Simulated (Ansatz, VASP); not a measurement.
# One calculation of BaTiO3, two programs

```xyz
5
Lattice="3.9853 0.0000 0.0000 0.0000 3.9853 0.0000 0.0000 0.0000 4.2020" Properties=species:S:1:pos:R:3 pbc="T T T"
Ba    0.0000    0.0000   -0.0448
Ti    1.9926    1.9926    1.9837
O     1.9926    1.9926    0.1717
O     1.9926    0.0000    2.1866
O     0.0000    1.9926    2.1866
```

Alike in both runs: task electric field gradients; functional PBE; k mesh 6 × 6 × 6; occupations gaussian, width 0.05 eV; no spin polarisation.

|  | VASP | Ansatz |
| --- | --- | --- |
| version | VASP 6.6.1 | Ansatz 0.2.0 |
| potentials or method | VASP PAW PBE potentials, release 64 (Ba_sv, Ti_sv, O) | scalar-relativistic, plane waves, PAW |
| plane-wave cutoff (eV) | 520 | 420 |
| valence electrons in the cell | 40 | 40 |

|  | VASP | Ansatz | Ansatz less VASP |
| --- | --- | --- | --- |
| gap on the k mesh at the Fermi level (eV) | 1.79 | 1.84 | +0.055 |
| least direct gap on the mesh (eV) | 2.36 | 2.39 | +0.035 |
| pressure (GPa) | 1.6 | 0.0 | -1.58 |
| rms of the force components (eV/Å) | 0.033 | 0.001 | -0.0327 |
| Vzz of the field gradient on the site that differs most (V/Å²) | 20.8 | 23.7 | +2.93 |

Atom by atom the forces differ by 0.034 eV/Å (rms over components). Ansatz warned: «gradients_without_spin_orbit».

Caveats: spin-orbit coupling is left out, which moves the levels of the heavy elements. A k mesh can miss the band edges.
